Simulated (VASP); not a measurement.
Input of a VASP 6.6.1 run:

INCAR

```
ALGO = Fast ; DIPOL = 0.5 0.5 0.500
EDIFF = 1E-6 ; ENCUT = 520
GGA = CA ; IDIPOL = 3
ISIF = 2 ; ISMEAR = 0
KPAR = 4 ; LASPH = True
LCHARG = True ; LDIPOL = True
LREAL = False ; LVACPOTAV = True
LVHAR = True ; LWAVE = False
NELM = 80 ; PREC = Accurate
SIGMA = 0.03
```

File KPOINTS:

```
k-points
0
Gamma
  4 7 1
```

File POSCAR:

```
Si                                      
1.0
    7.6410241800      0.0000000000      0.0000000000
    0.0000000000      3.8205120900      0.0000000000
    0.0000000000      0.0000000000     24.0552850000
  Si            
    16
Direct
     0.8589498262449645    0.0000000039142969    0.3316041351615358
     0.5796724076783034    0.0000000038589747    0.2985398688005171
     0.5279969460846928    0.4999999980907908    0.3544867615373490
     0.9988559245007120    0.5000000006532557    0.3627856241291112
     0.2724208614341306    0.5000000025672829    0.4092563739835199
     0.7456087692652595    0.4999999982627359    0.4227020540975914
     0.7553487308756229    0.0000000011431218    0.4778174954223439
     0.2716319227209121    0.0000000015558984    0.4667092909449914
     0.5029808883949869    0.0000000025274902    0.5330027285409401
     0.0232112169786245    0.9999999949596740    0.5230081264392393
     0.0121622917350007    0.4999999960550356    0.5779106238532058
     0.5078772765687765    0.5000000015439091    0.5902964348895341
     0.7757158359797532    0.4999999918520551    0.6401223057679054
     0.2489080748128606    0.4999999975595719    0.6436847606586887
     0.1024656650194954    0.0000000005335541    0.6708627775904991
     0.8161933617059033    0.0000000049223536    0.6972106381830279
```

Potentials or basis: VASP PAW LDA potentials, release 64 (Si).

Run with:

```bash
$ cat potpaw_LDA.64/Si/POTCAR > POTCAR
$ mpirun -np 4 vasp_std > vasp.out
```

**Question.** What does it give for the ionisation potential of the upper face?

**Answer.** 5.15 eV.

**Question.** What does it give for the largest force?

**Answer.** 0.009 eV/Å.

**Question.** What does it give for the band gap on the k mesh?

**Answer.** 0.30 eV, indirect (least direct gap 0.63 eV).

Forces in eV/Å, atoms in the order of the input:
```
Si  -0.004  0.000  0.001
Si   0.001  0.000  0.001
Si   0.006  0.000  0.001
Si   0.007  0.000  0.005
Si   0.007  0.000  0.000
Si   0.008  0.000  0.000
Si  -0.003  0.000 -0.004
Si   0.000  0.000 -0.001
Si  -0.004  0.000 -0.004
Si  -0.004  0.000  0.005
Si  -0.004  0.000 -0.001
Si  -0.006  0.000  0.000
Si  -0.001  0.000  0.000
Si  -0.004  0.000 -0.003
Si   0.001  0.000  0.001
Si   0.000  0.000 -0.001
```
